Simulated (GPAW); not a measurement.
Runs of GPAW 26.7.0 on SiNi. It takes space group P2_13 (No. 198, cubic). The conventional cell has a = 4.504 Å, b = 4.504 Å, c = 4.504 Å, α = 90.00°, β = 90.00°, γ = 90.00°. Ni (site symmetry 3) is surrounded by 7 Si at 2.36 to 2.44 Å. Si (site symmetry 3) is surrounded by 7 Ni at 2.36 to 2.44 Å. The cell is a database's computed one.

```tsv
task	level	potentials or basis	U	k mesh	band path	band points	pressure (GPa)	moment (μB)	largest force (eV/Å)
band structure	r2SCAN	GPAW PAW data sets (gpaw-data 1.2.1), pw	-	5 × 5 × 5	GXMGRX,MR	60	(a)	0.00	-
single point	PBEsol	PAW data sets generated in the run's folder for this functional, pw	-	6 × 6 × 6	-	-	-2.5	0.00	0.04
band structure	PBEsol	PAW data sets generated in the run's folder for this functional, pw	-	5 × 5 × 5	GXMGRX,MR	60	-2.5	0.00	0.04
band structure	PBEsol+U	PAW data sets generated in the run's folder for this functional, pw	Ni d U = 1 eV	5 × 5 × 5	GXMGRX,MR	60	-3.5	0.00	0.04
```

Alike in all rows: spin collinear, ferromagnetic start; cell as given; cutoff (eV) 600; smearing fermi-dirac 0.05 eV.

**Question.** Fill in the values left out.

**Answer.** (a) -2.9.

Caveats: the stock nickel data set gives pressures a few GPa off other programs; the PAW data sets were made with another functional, which shifts forces and pressure a little (some runs); the U is typed as a test and isn't derived for this compound (some runs).

Not every run made on this cell is shown here.
